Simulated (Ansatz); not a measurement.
# InSb: the cost of one run

Program: Ansatz 0.2.0. Level of theory: DFT PBE, scalar-relativistic, plane waves, PAW. These are calculated values, not measurements.

### 1 The system as given

The structure is tetragonal, space group I-4m2 (No. 119). The conventional cell has a = 5.889 Å, b = 5.889 Å, c = 3.273 Å, α = 90.00°, β = 90.00°, γ = 90.00°. In (site symmetry -4m2) has 4 Sb at 3.06 Å and 2 In at 3.27 Å in its first shell of neighbours. Sb (site symmetry -4m2) is surrounded by 4 In at 3.06 Å and 2 Sb at 3.27 Å.

As a file:

```
CELL_PARAMETERS angstrom
11.77896 0.00000 0.00000
0.00000 11.77896 0.00000
0.00000 0.00000 13.09102
ATOMIC_POSITIONS crystal
In 0.25000 0.00000 0.06250
In 0.75000 0.00000 0.06250
In 0.00000 0.25000 0.18750
In 0.25000 0.50000 0.06250
In 0.25000 0.00000 0.31250
In 0.50000 0.25000 0.18750
In 0.75000 0.50000 0.06250
In 0.75000 0.00000 0.31250
In 0.00000 0.75000 0.18750
In 0.00000 0.25000 0.43750
In 0.25000 0.50000 0.31250
In 0.50000 0.75000 0.18750
In 0.25000 0.00000 0.56250
In 0.50000 0.25000 0.43750
In 0.75000 0.50000 0.31250
In 0.75000 0.00000 0.56250
In 0.00000 0.75000 0.43750
In 0.00000 0.25000 0.68750
In 0.25000 0.50000 0.56250
In 0.50000 0.75000 0.43750
In 0.25000 0.00000 0.81250
In 0.50000 0.25000 0.68750
In 0.75000 0.50000 0.56250
In 0.75000 0.00000 0.81250
In 0.00000 0.75000 0.68750
In 0.00000 0.25000 0.93750
In 0.25000 0.50000 0.81250
In 0.50000 0.75000 0.68750
In 0.50000 0.25000 0.93750
In 0.75000 0.50000 0.81250
In 0.00000 0.75000 0.93750
In 0.50000 0.75000 0.93750
Sb 0.00000 0.00000 0.00000
Sb 0.50000 0.00000 0.00000
Sb 0.00000 0.50000 0.00000
Sb 0.00000 0.00000 0.25000
Sb 0.25000 0.25000 0.12500
Sb 0.50000 0.50000 0.00000
Sb 0.50000 0.00000 0.25000
Sb 0.75000 0.25000 0.12500
Sb 0.00000 0.50000 0.25000
Sb 0.25000 0.75000 0.12500
Sb 0.00000 0.00000 0.50000
Sb 0.25000 0.25000 0.37500
Sb 0.50000 0.50000 0.25000
Sb 0.75000 0.75000 0.12500
Sb 0.50000 0.00000 0.50000
Sb 0.75000 0.25000 0.37500
Sb 0.00000 0.50000 0.50000
Sb 0.25000 0.75000 0.37500
Sb 0.00000 0.00000 0.75000
Sb 0.25000 0.25000 0.62500
Sb 0.50000 0.50000 0.50000
Sb 0.75000 0.75000 0.37500
Sb 0.50000 0.00000 0.75000
Sb 0.75000 0.25000 0.62500
Sb 0.00000 0.50000 0.75000
Sb 0.25000 0.75000 0.62500
Sb 0.25000 0.25000 0.87500
Sb 0.50000 0.50000 0.75000
Sb 0.75000 0.75000 0.62500
Sb 0.75000 0.25000 0.87500
Sb 0.25000 0.75000 0.87500
Sb 0.75000 0.75000 0.87500
```

The runs take a perfect supercell of 64 atoms; the defect goes to fractional position (0.250, 0.000, 0.062).

### 2 The perfect supercell

input.yaml

```yaml
crystal:
  lattice:
    - [11.77896, 0.0, 0.0]
    - [0.0, 11.77896, 0.0]
    - [0.0, 0.0, 13.091016]
  atoms:
    - { symbol: In, position: [0.25, 0.0, 0.0625] }
    - { symbol: In, position: [0.75, 0.0, 0.0625] }
    - { symbol: In, position: [0.0, 0.25, 0.1875] }
    - { symbol: In, position: [0.25, 0.5, 0.0625] }
    - { symbol: In, position: [0.25, 0.0, 0.3125] }
    - { symbol: In, position: [0.5, 0.25, 0.1875] }
    - { symbol: In, position: [0.75, 0.5, 0.0625] }
    - { symbol: In, position: [0.75, 0.0, 0.3125] }
    - { symbol: In, position: [0.0, 0.75, 0.1875] }
    - { symbol: In, position: [0.0, 0.25, 0.4375] }
    - { symbol: In, position: [0.25, 0.5, 0.3125] }
    - { symbol: In, position: [0.5, 0.75, 0.1875] }
    - { symbol: In, position: [0.25, 0.0, 0.5625] }
    - { symbol: In, position: [0.5, 0.25, 0.4375] }
    - { symbol: In, position: [0.75, 0.5, 0.3125] }
    - { symbol: In, position: [0.75, 0.0, 0.5625] }
    - { symbol: In, position: [0.0, 0.75, 0.4375] }
    - { symbol: In, position: [0.0, 0.25, 0.6875] }
    - { symbol: In, position: [0.25, 0.5, 0.5625] }
    - { symbol: In, position: [0.5, 0.75, 0.4375] }
    - { symbol: In, position: [0.25, 0.0, 0.8125] }
    - { symbol: In, position: [0.5, 0.25, 0.6875] }
    - { symbol: In, position: [0.75, 0.5, 0.5625] }
    - { symbol: In, position: [0.75, 0.0, 0.8125] }
    - { symbol: In, position: [0.0, 0.75, 0.6875] }
    - { symbol: In, position: [0.0, 0.25, 0.9375] }
    - { symbol: In, position: [0.25, 0.5, 0.8125] }
    - { symbol: In, position: [0.5, 0.75, 0.6875] }
    - { symbol: In, position: [0.5, 0.25, 0.9375] }
    - { symbol: In, position: [0.75, 0.5, 0.8125] }
    - { symbol: In, position: [0.0, 0.75, 0.9375] }
    - { symbol: In, position: [0.5, 0.75, 0.9375] }
    - { symbol: Sb, position: [0.0, 0.0, 0.0] }
    - { symbol: Sb, position: [0.5, 0.0, 0.0] }
    - { symbol: Sb, position: [0.0, 0.5, 0.0] }
    - { symbol: Sb, position: [0.0, 0.0, 0.25] }
    - { symbol: Sb, position: [0.25, 0.25, 0.125] }
    - { symbol: Sb, position: [0.5, 0.5, 0.0] }
    - { symbol: Sb, position: [0.5, 0.0, 0.25] }
    - { symbol: Sb, position: [0.75, 0.25, 0.125] }
    - { symbol: Sb, position: [0.0, 0.5, 0.25] }
    - { symbol: Sb, position: [0.25, 0.75, 0.125] }
    - { symbol: Sb, position: [0.0, 0.0, 0.5] }
    - { symbol: Sb, position: [0.25, 0.25, 0.375] }
    - { symbol: Sb, position: [0.5, 0.5, 0.25] }
    - { symbol: Sb, position: [0.75, 0.75, 0.125] }
    - { symbol: Sb, position: [0.5, 0.0, 0.5] }
    - { symbol: Sb, position: [0.75, 0.25, 0.375] }
    - { symbol: Sb, position: [0.0, 0.5, 0.5] }
    - { symbol: Sb, position: [0.25, 0.75, 0.375] }
    - { symbol: Sb, position: [0.0, 0.0, 0.75] }
    - { symbol: Sb, position: [0.25, 0.25, 0.625] }
    - { symbol: Sb, position: [0.5, 0.5, 0.5] }
    - { symbol: Sb, position: [0.75, 0.75, 0.375] }
    - { symbol: Sb, position: [0.5, 0.0, 0.75] }
    - { symbol: Sb, position: [0.75, 0.25, 0.625] }
    - { symbol: Sb, position: [0.0, 0.5, 0.75] }
    - { symbol: Sb, position: [0.25, 0.75, 0.625] }
    - { symbol: Sb, position: [0.25, 0.25, 0.875] }
    - { symbol: Sb, position: [0.5, 0.5, 0.75] }
    - { symbol: Sb, position: [0.75, 0.75, 0.625] }
    - { symbol: Sb, position: [0.75, 0.25, 0.875] }
    - { symbol: Sb, position: [0.25, 0.75, 0.875] }
    - { symbol: Sb, position: [0.75, 0.75, 0.875] }
basis:
  ecutwfc: 420
  fft_grid_basis: typed
kpoints:
  mp_grid: { grid: [1, 1, 1] }
hamiltonian:
  xc: pbe
  pseudopotentials: { kind: paw }
scf:
  occupations: { method: gaussian, width: 0.05 }
output:
  forces: true
  stress: false
  eigenvalues: true
  bader: false
  write_density: true
  volumetric_format: npy
```

Run with:

```bash
ansatz run input.yaml --threads 8 --pin off --max-ram 16384MiB --backend cpu --events-out ev --progress --plain --runs-dir out
```

What time and memory should one allow on 8 threads of AMD EPYC 7R43 (Zen 3), shared host?

About 16 s, with a peak of 2.7 GiB.
